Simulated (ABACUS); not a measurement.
# GaN (P6_3mc) in ABACUS: further runs

Aim: see how the results for GaN move with the level of theory and the settings. Levels: PBEsol, r2SCAN, PBE. Tasks: single point, relaxation of cell and atoms.

Program: ABACUS 3.10.1. These are calculated values, not measurements. Logs are shortened: lines on timing, memory, paths and dates and some standing lists are left out, and cuts for length are marked.

**What was measured.**

“Studying electronic properties in GaN without electrical contacts using γ-γ vs e−-γ Perturbed Angular Correlations”, 2019, pmc:6823545 quotes, for a bulk crystal of GaN: band gap 3.503 ± 0.005 eV (direct).

The results are compared with them further down.

### Step 1. The crystal as given

Symmetry: P6_3mc, No. 186, hexagonal system. The conventional cell has a = 3.180 Å, b = 3.180 Å, c = 5.166 Å, α = 90.00°, β = 90.00°, γ = 120.00°. Around Ga (site symmetry 3m) lie 4 N at 1.94 to 1.95 Å. N (site symmetry 3m) has 4 Ga at 1.94 to 1.95 Å as nearest neighbours.

### Step 2. Single point, PBEsol

File INPUT:

```
INPUT_PARAMETERS
suffix              GaN
calculation         scf
basis_type          pw
pseudo_dir          ./
symmetry            1
dft_functional      pbesol
ecutwfc             84
pseudo_rcut         10
nspin               1
nbands              28
ks_solver           dav
smearing_method     fd
smearing_sigma      0.00367493
scf_thr             1e-08
scf_nmax            100
mixing_type         broyden
mixing_beta         0.7
cal_force           1
cal_stress          1
out_chg             1
kpar                4
```

File STRU:

```
ATOMIC_SPECIES
Ga 69.7230 Ga.upf
N 14.0070 N.upf

LATTICE_CONSTANT
1.8897261246

LATTICE_VECTORS
3.1800000000 0.0000000000 0.0000000000
-1.5900000000 2.7539607840 0.0000000000
0.0000000000 0.0000000000 5.1660000000

ATOMIC_POSITIONS
Direct

Ga
0.0
2
0.6666666667 0.3333333333 0.5000000000 1 1 1
0.3333333333 0.6666666667 0.0000000000 1 1 1

N
0.0
2
0.6666666667 0.3333333333 0.8750000000 1 1 1
0.3333333333 0.6666666667 0.3750000000 1 1 1
```

File KPT:

```
K_POINTS
0
Gamma
8 8 4 0 0 0
```

Potentials or basis: PseudoDojo NC SR 0.4.1 PBE standard, plane waves.

The run is started by

```sh
> OMP_NUM_THREADS=1 mpirun -np 4 abacus > log
```

running log:

```text
ABACUS v3.10.1

               Atomic-orbital Based Ab-initio Computation at UStc

 ------------------------------------------------------------------------------------

 READING GENERAL INFORMATION
                           global_out_dir = OUT.GaN/
                           global_in_card = INPUT
                               pseudo_dir = ./
                              orbital_dir =
                                    DSIZE = 4
                                    GSIZE = 1

 READING UNITCELL INFORMATION
                                    ntype = 2
                  lattice constant (Bohr) = 1.88973
              lattice constant (Angstrom) = 1

 READING ATOM TYPE 1
                               atom label = Ga
                      L=0, number of zeta = 1
                      L=1, number of zeta = 1
                      L=2, number of zeta = 1
             number of atom for this type = 2

 READING ATOM TYPE 2
                               atom label = N
                      L=0, number of zeta = 1
                      L=1, number of zeta = 1
                      L=2, number of zeta = 1
             number of atom for this type = 2

                        TOTAL ATOM NUMBER = 4
DIRECT COORDINATES
    atom                   x                   y                   z     mag                  vx                  vy                  vz
taud_Ga1            0.6666666667        0.3333333333        0.5000000000  0.0000        0.0000000000        0.0000000000        0.0000000000
taud_Ga2            0.3333333333        0.6666666667        0.0000000000  0.0000        0.0000000000        0.0000000000        0.0000000000
taud_N1            0.6666666667        0.3333333333        0.8750000000  0.0000        0.0000000000        0.0000000000        0.0000000000
taud_N2            0.3333333333        0.6666666667        0.3750000000  0.0000        0.0000000000        0.0000000000        0.0000000000

                          Volume (Bohr^3) = 305.306
                             Volume (A^3) = 45.2417

 Lattice vectors: (Cartesian coordinate: in unit of a_0)
                +3.18                  +0                  +0
                -1.59            +2.75396                  +0
                   +0                  +0              +5.166
 Reciprocal vectors: (Cartesian coordinate: in unit of 2 pi/a_0)
            +0.314465           +0.181557                  -0
                   -0           +0.363113                  -0
                   +0                  -0           +0.193573
 The esolver type has been set to : ksdft_pw

                PAO radial cut off (Bohr) = 10

 Read in pseudopotential file is Ga.upf
                     pseudopotential type = NC
          exchange-correlation functional = PBE
                 nonlocal core correction = 1
                        valence electrons = 13
                                     lmax = 2
                           number of zeta = 3
                     number of projectors = 6
                           L of projector = 0
                           L of projector = 0
                           L of projector = 1
                           L of projector = 1
                           L of projector = 2
                           L of projector = 2
 XC functional updated to : pbesol
          exchange-correlation functional = PBESOL
                PAO radial cut off (Bohr) = 10

 Read in pseudopotential file is N.upf
                     pseudopotential type = NC
          exchange-correlation functional = PBE
                 nonlocal core correction = 1
                        valence electrons = 5
                                     lmax = 1
                           number of zeta = 2
                     number of projectors = 4
                           L of projector = 0
                           L of projector = 0
                           L of projector = 1
                           L of projector = 1
 XC functional updated to : pbesol
          exchange-correlation functional = PBESOL
     initial pseudo atomic orbital number = 26

 SETUP THE ELECTRONS NUMBER
            electron number of element Ga = 13
      total electron number of element Ga = 26
             electron number of element N = 5
       total electron number of element N = 10
            AUTOSET number of electrons:  = 36
                           occupied bands = 18
                                   NBANDS = 28
                                   NLOCAL = 36

%%%%%%%%%%%%%%%%%%%%%%%%%%%%%%%%%%%%%%%%%%%%%%%%%%%%%%%%%%%%%%%%%%%%%%%%%%%%%%%%%%%%%%%%%%%%%%%%%%%%%%%%%%
 Warning: the number of valence electrons in pseudopotential > 3 for Ga: [Ar] 3d10 4s2 4p1
 Pseudopotentials with additional electrons can yield (more) accurate outcomes, but may be less efficient.
 If you're confident that your chosen pseudopotential is appropriate, you can safely ignore this warning.
%%%%%%%%%%%%%%%%%%%%%%%%%%%%%%%%%%%%%%%%%%%%%%%%%%%%%%%%%%%%%%%%%%%%%%%%%%%%%%%%%%%%%%%%%%%%%%%%%%%%%%%%%%

 SETUP THE PLANE WAVE BASIS
 energy cutoff for charge/potential (unit:Ry) = 336
            fft grid for charge/potential = [ 36, 36, 60 ]
[... 73 lines left out ...]
                   Input type of k points = Monkhorst-Pack(Gamma)
                                   nkstot = 256
                       right hand lattice = 1
(for reciprocal lattice: )
                             BRAVAIS TYPE = 4
                     BRAVAIS LATTICE NAME = 04. Hexagonal cell
                                    ibrav = 4
                       right hand lattice = 1
(for k-lattice: )
                             BRAVAIS TYPE = 4
                     BRAVAIS LATTICE NAME = 04. Hexagonal cell
                                    ibrav = 4
                       right hand lattice = 1
                        ROTATION MATRICES = 24
                               nkstot_ibz = 30
K-POINTS REDUCTION ACCORDING TO SYMMETRY
     IBZ    DIRECT_X    DIRECT_Y    DIRECT_Z  WEIGHT  ibz2bz
       1  0.00000000  0.00000000  0.00000000  0.0039       0
       2 -0.12500000  0.12500000  0.00000000  0.0234       1
       3 -0.25000000  0.25000000  0.00000000  0.0234       2
       4 -0.37500000  0.37500000  0.00000000  0.0234       3
       5  0.50000000  0.50000000  0.00000000  0.0117       4
       6 -0.12500000  0.25000000  0.00000000  0.0234       9
[... 22 lines left out ...]
      29  0.50000000  0.25000000  0.50000000  0.0234     146
      30  0.37500000  0.37500000  0.50000000  0.0234     147

                               nkstot now = 30
[... K-POINTS DIRECT COORDINATES: 30 rows ...]

           k-point number in this process = 8
       minimum distributed K point number = 7
[... stars of the k points ...]

[... K-POINTS CARTESIAN COORDINATES: 8 rows ...]

[... K-POINTS DIRECT COORDINATES: 8 rows ...]

 SETUP PLANE WAVES FOR WAVE FUNCTIONS
     energy cutoff for wavefunc (unit:Ry) = 84
              fft grid for wave functions = [ 36, 36, 60 ]
                    number of plane waves = 5503
                         number of sticks = 253

 PARALLEL PW FOR WAVE FUNCTIONS
     PROC   COLUMNS(POT)             PW
        1            253           5503
 --------------- sum -------------------
        1            253           5503

 SETUP NONLOCAL PSEUDOPOTENTIALS IN PLANE WAVE BASIS
 Ga non-local projectors:
 projector 1 L=0
 projector 2 L=0
 projector 3 L=1
 projector 4 L=1
 projector 5 L=2
 projector 6 L=2
 N non-local projectors:
 projector 1 L=0
 projector 2 L=0
 projector 3 L=1
 projector 4 L=1
      TOTAL NUMBER OF NONLOCAL PROJECTORS = 52

 Init Non-Local PseudoPotential table :
 Init Non-Local-Pseudopotential done.

                                     npwx = 3995

 Make real space PAO into reciprocal space.
       max mesh points in Pseudopotential = 1001
     dq(describe PAO in reciprocal space) = 0.01
                                    max q = 1104

 number of pseudo atomic orbitals for Ga is 3
WARNING: norm of atomic wavefunction # 2 of atomic type Ga is 0.999997, renormalized
WARNING: norm of atomic wavefunction # 3 of atomic type Ga is 0.998668, renormalized

 number of pseudo atomic orbitals for N is 2
WARNING: norm of atomic wavefunction # 2 of atomic type N is 0.999999, renormalized

 -------------------------------------------
 SELF-CONSISTENT
 -------------------------------------------
                                 init_chg = atomic

 PW ALGORITHM --------------- ION=   1  ELEC=   1--------------------------------

 Density error is 0.91915177365
                          Error Threshold = 0.01
----------------------------------------------------------
     Energy           Rydberg                 eV
----------------------------------------------------------
 E_KohnSham     -346.1547795077      -4709.6773912388
 E_Harris       -346.6803872437      -4716.8286513612
 E_Fermi        0.7044705891         9.5848140845
----------------------------------------------------------
[... 75 lines left out ...]
 Density error is 1.75396295751e-09
                          Error Threshold = 4.84946842235e-10
----------------------------------------------------------
     Energy           Rydberg                 eV
----------------------------------------------------------
 E_KohnSham     -346.5285231606      -4714.7624345092
 E_KS(sigma->0) -346.5285231606      -4714.7624345091
 E_Harris       -346.5285676749      -4714.7630401568
 E_band         1.8617047190         25.3297921725
 E_one_elec     -104.0500592440      -1415.6736829553
 E_Hartree      86.7097447975        1179.7466013721
 E_xc           -95.1812603435       -1295.0074834929
 E_Ewald        -234.0069483707      -3183.8278694329
 E_entropy(-TS) -0.0000000000        -0.0000000002
 E_descf        0.0000000000         0.0000000000
 E_exx          0.0000000000         0.0000000000
 E_Fermi        0.8581591369         11.6758540522
----------------------------------------------------------

 charge density convergence is achieved
 final etot is -4714.7624345 eV
 EFERMI = 11.675854052 eV

 STATE ENERGY(eV) AND OCCUPATIONS    NSPIN == 1
 1/8 kpoint (Cartesian) = 0.0000 0.0000 0.0000 (3995 pws)
       1       -5.39730     0.00781250
       2       -4.42202     0.00781250
       3       -2.77547     0.00781250
       4       -2.75413     0.00781250
       5       -2.75413     0.00781250
       6       -2.68995     0.00781250
[... 170 lines left out ...]
      27        24.3231        0.00000
      28        24.4603        0.00000

[... levels at 2 further k points ...]

------------------------------------------------------------------------------------------
 TOTAL-FORCE (eV/Angstrom)
------------------------------------------------------------------------------------------
                       Ga1         0.0000000000         0.0000000000        -0.1337651339
                       Ga2         0.0000000000         0.0000000000        -0.1337651339
                        N1         0.0000000000         0.0000000000         0.1337651339
                        N2         0.0000000000         0.0000000000         0.1337651339
------------------------------------------------------------------------------------------

----------------------------------------------------------------
 TOTAL-STRESS (KBAR)
----------------------------------------------------------------
        10.2446736443        -0.0000000000         0.0000000000
         0.0000000000        10.2446736446         0.0000000000
         0.0000000000         0.0000000000        31.0998930993
----------------------------------------------------------------
 TOTAL-PRESSURE: 17.196413 KBAR

 --------------------------------------------
 !FINAL_ETOT_IS -4714.7624345091535361 eV
 --------------------------------------------
```

Run time: 14 s. Hardware: 4 MPI ranks of Intel Xeon Platinum 8375C at 2.90GHz (Ice Lake), shared host; peak memory 0.44 GiB.

What came out:

```yaml
Free_energy: -4714.7624 eV
Pressure: 1.7 GPa
Largest_force: 0.134 eV/Å
Band_gap_on_the_k_mesh: 1.89 eV, direct
```

Forces on the atoms (eV/Å):
```
Ga   0.000  0.000 -0.134
Ga   0.000  0.000 -0.134
N    0.000  0.000  0.134
N    0.000  0.000  0.134
```

Stress tensor (GPa, compression positive):
```
1.02 0.00 0.00
0.00 1.02 0.00
0.00 0.00 3.11
```

Caveat: the potentials were made for another functional, which shifts forces and pressure.

### Step 3. Relaxation of cell and atoms, PBEsol

File INPUT:

```
INPUT_PARAMETERS
suffix              GaN
calculation         cell-relax
basis_type          pw
pseudo_dir          ./
latname             hexagonal
symmetry            1
dft_functional      pbesol
ecutwfc             84
pseudo_rcut         10
nspin               1
nbands              22
ks_solver           dav
smearing_method     fd
smearing_sigma      0.00367493
scf_thr             1e-08
scf_nmax            100
mixing_type         broyden
mixing_beta         0.7
cal_force           1
cal_stress          1
relax_nmax          60
force_thr_ev        0.02
relax_method        cg
out_stru            1
stress_thr          0.5
kpar                4
```

Edit STRU of step 2 so:

```diff
@@ -5,8 +5,6 @@
 LATTICE_CONSTANT
-1.8897261246
+6.0093290763
 
-LATTICE_VECTORS
-3.1800000000 0.0000000000 0.0000000000
--1.5900000000 2.7539607840 0.0000000000
-0.0000000000 0.0000000000 5.1660000000
+LATTICE_PARAMETERS
+1.6245283019
```

KPT is that of step 2.

Potentials or basis: PseudoDojo NC SR 0.4.1 PBE standard, plane waves.

The run is started by

```sh
> OMP_NUM_THREADS=1 mpirun -np 4 abacus > log
```

running log:

```text
ABACUS v3.10.1

               Atomic-orbital Based Ab-initio Computation at UStc

 ------------------------------------------------------------------------------------

 READING GENERAL INFORMATION
                           global_out_dir = OUT.GaN/
                           global_in_card = INPUT
                               pseudo_dir = ./
                              orbital_dir =
                                    DSIZE = 4
                                    GSIZE = 1

 READING UNITCELL INFORMATION
                                    ntype = 2
                  lattice constant (Bohr) = 6.00933
              lattice constant (Angstrom) = 3.18

 READING ATOM TYPE 1
                               atom label = Ga
                      L=0, number of zeta = 1
                      L=1, number of zeta = 1
                      L=2, number of zeta = 1
[... 245 lines left out ...]
 Init Non-Local-Pseudopotential done.

                                     npwx = 3995

 Make real space PAO into reciprocal space.
       max mesh points in Pseudopotential = 1001
     dq(describe PAO in reciprocal space) = 0.01
                                    max q = 1841

 number of pseudo atomic orbitals for Ga is 3
WARNING: norm of atomic wavefunction # 2 of atomic type Ga is 0.999997, renormalized
WARNING: norm of atomic wavefunction # 3 of atomic type Ga is 0.998668, renormalized

 number of pseudo atomic orbitals for N is 2
WARNING: norm of atomic wavefunction # 2 of atomic type N is 0.999999, renormalized

 -------------------------------------------
 STEP OF RELAXATION : 1
 -------------------------------------------
                                 init_chg = atomic

 PW ALGORITHM --------------- ION=   1  ELEC=   1--------------------------------

 Density error is 0.915290702233
                          Error Threshold = 0.01
----------------------------------------------------------
     Energy           Rydberg                 eV
----------------------------------------------------------
 E_KohnSham     -346.1618361608      -4709.7734019289
 E_Harris       -346.6366086995      -4716.2330137092
 E_Fermi        0.7505483403         10.2117340525
----------------------------------------------------------
[... 764 lines left out ...]
 Largest gradient in stress is 0.357715 kbar.
 Threshold is 0.500000 kbar.

 Relaxation is converged!

 --------------------------------------------
 !FINAL_ETOT_IS -4714.7662342252851886 eV
 --------------------------------------------
```

stdout:

```text
ABACUS v3.10.1

               Atomic-orbital Based Ab-initio Computation at UStc

 dft_functional readin is: pbesol
 dft_functional in pseudopot file is: PBE
 Please make sure this is what you need
 dft_functional readin is: pbesol
[... 136 lines left out ...]
----------------------------------------------------------------
 TOTAL-STRESS (KBAR)
----------------------------------------------------------------
        -0.3577145069        -0.0000000000         0.0000000000
         0.0000000000        -0.3577145069         0.0000000000
         0.0000000000         0.0000000000         0.0600194360
----------------------------------------------------------------
 TOTAL-PRESSURE: -0.218470 KBAR

 ETOT DIFF (eV)       : -0.000002
 LARGEST GRAD (eV/A)  : 0.002279
```

Wall time 49 s (4 MPI ranks of Intel Xeon Platinum 8375C at 2.90GHz (Ice Lake), shared host); peak memory 0.44 GiB.

Results:

| Quantity | Value |
| --- | --- |
| Free energy | -4714.7662 eV |
| Relaxed volume | 11.41 Å³/atom |
| Relaxed cell | a = 3.187 Å, b = 3.187 Å, c = 5.191 Å, α = 90.00°, β = 90.00°, γ = 120.00° |
| Space group after relaxing (to 0.05 Å) | P6_3mc (No. 186) |
| Energy gained by relaxing | 0.9 meV/atom |
| Ionic steps | 6 |
| Pressure after relaxing | 0.0 GPa |
| Band gap on the k mesh | 1.83 eV, direct |

Forces in eV/Å, atoms in the order of the input:
```
Ga   0.000  0.000 -0.002
Ga   0.000  0.000 -0.002
N    0.000  0.000  0.002
N    0.000  0.000  0.002
```

The path:
```
step  energy change (eV)  largest force (eV/Å)  pressure (GPa)  volume (Å³)
   1              0.0000                0.1318            1.72        45.24
   2             -0.0002                0.0928           -1.68        46.07
   3             -0.0038                0.0103           -0.03        45.66
   4             -0.0038                0.0020            0.01        45.65
   5             -0.0038                0.0011            0.02        45.64
   6             -0.0038                0.0023           -0.02        45.65
```

Final structure:
```
Ga N
1.0
     3.18666    0.00000    0.00000
    -1.59333    2.75973    0.00000
     0.00000    0.00000    5.19128
Ga N
2 2
Direct
  0.66667 0.33333 0.49921
  0.33333 0.66667 0.99921
  0.66667 0.33333 0.87579
  0.33333 0.66667 0.37579
```

Levels at points of the mesh, in eV from the valence-band top:
| k point | band 16 | band 17 | band 18 | band 19 | band 20 |
| --- | --- | --- | --- | --- | --- |
| (0.00, 0.00, 0.00) | -0.04 | 0.00 | 0.00 | 1.83 | 4.17 |
| (0.50, 0.50, 0.00) | -2.78 | -2.25 | -1.01 | 4.94 | 5.48 |
| (0.00, 0.00, 0.50) | -0.54 | -0.54 | -0.54 | 4.18 | 4.18 |
| (0.50, 0.50, 0.50) | -1.97 | -1.92 | -1.92 | 4.29 | 4.29 |

Caveat: there are fewer bands than atomic start orbitals, so a level may be missed at k points of high symmetry; the potentials were made for another functional, which shifts forces and pressure.

(Continued in part 2 of 2.)
